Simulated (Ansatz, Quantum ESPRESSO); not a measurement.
Given: the input of a run of Quantum ESPRESSO 7.5 on MoS2. Measurements of this composition are mostly on another form, of space group No. 194.

pw.in

```
&CONTROL
  calculation = 'scf'
  prefix = 'pwscf'
  outdir = './tmp'
  pseudo_dir = './pseudo'
  tprnfor = .true.
  tstress = .true.
  disk_io = 'nowf'
/
&SYSTEM
  ibrav = 0
  nat = 3
  ntyp = 2
  ecutwfc = 60
  ecutrho = 440
  nbnd = 20
  occupations = 'smearing'
  smearing = 'fd'
  degauss = 0.00367493
/
&ELECTRONS
  conv_thr = 6d-10
  electron_maxstep = 120
  mixing_beta = 0.5
/
ATOMIC_SPECIES
Mo    95.9500 Mo_ONCV_PBE-1.0.oncvpsp.upf
S     32.0600 s_pbe_v1.4.uspp.F.UPF
CELL_PARAMETERS angstrom
   1.5800000000    0.9122134253    6.1500000000
  -1.5800000000    0.9122134253    6.1500000000
   0.0000000000   -1.8244268506    6.1500000000
ATOMIC_POSITIONS crystal
Mo     0.0000000000    0.0000000000    0.0000000000
S      0.4170000000    0.4170000000    0.4170000000
S      0.2500000000    0.2500000000    0.2500000000
K_POINTS automatic
10 10 10 0 0 0
```

Potentials or basis: SSSP 1.3 efficiency PBE.

Command:

```bash
$ OMP_NUM_THREADS=2 pw.x -in pw.in > pw.out
```

Question: Set up the same calculation for Ansatz 0.2.0. Potentials or basis there: all-electron LAPW, scalar-relativistic.

Answer: As run (cutoffs and basis follow the program's own potentials, and thresholds, step limits or extra output files can differ):

The input input.yaml:

```yaml
crystal:
  lattice:
    - [1.58, 0.9122134253, 6.15]
    - [-1.58, 0.9122134253, 6.15]
    - [0.0, -1.8244268506, 6.15]
  atoms:
    - { symbol: Mo, position: [0.0, 0.0, 0.0] }
    - { symbol: S, position: [0.417, 0.417, 0.417] }
    - { symbol: S, position: [0.25, 0.25, 0.25] }
kpoints:
  mp_grid: { grid: [10, 10, 10] }
scf:
  occupations: { method: fermi_dirac, width: 0.05 }
hamiltonian:
  xc: pbe
  pseudopotentials: { kind: all_electron, lapw: { basis_error: 0.001 } }
output:
  forces: true
  stress: true
  eigenvalues: true
  populations: true
```

Potentials or basis: all-electron LAPW, scalar-relativistic.

The run is started by

```console
$ ansatz run input.yaml --threads 2 --pin off --max-ram 6144MiB --backend cpu --events-out ev --progress --plain --runs-dir out
```

Both were run:

|  | Quantum ESPRESSO | Ansatz |
| --- | --- | --- |
| Pressure | 5.3 GPa | 5.4 GPa |
| Largest force | 0.521 eV/Å | 0.522 eV/Å |

Where Ansatz's input types no cutoff or centring, it takes its own default and a Γ-centred mesh.

Pressure is positive in compression.
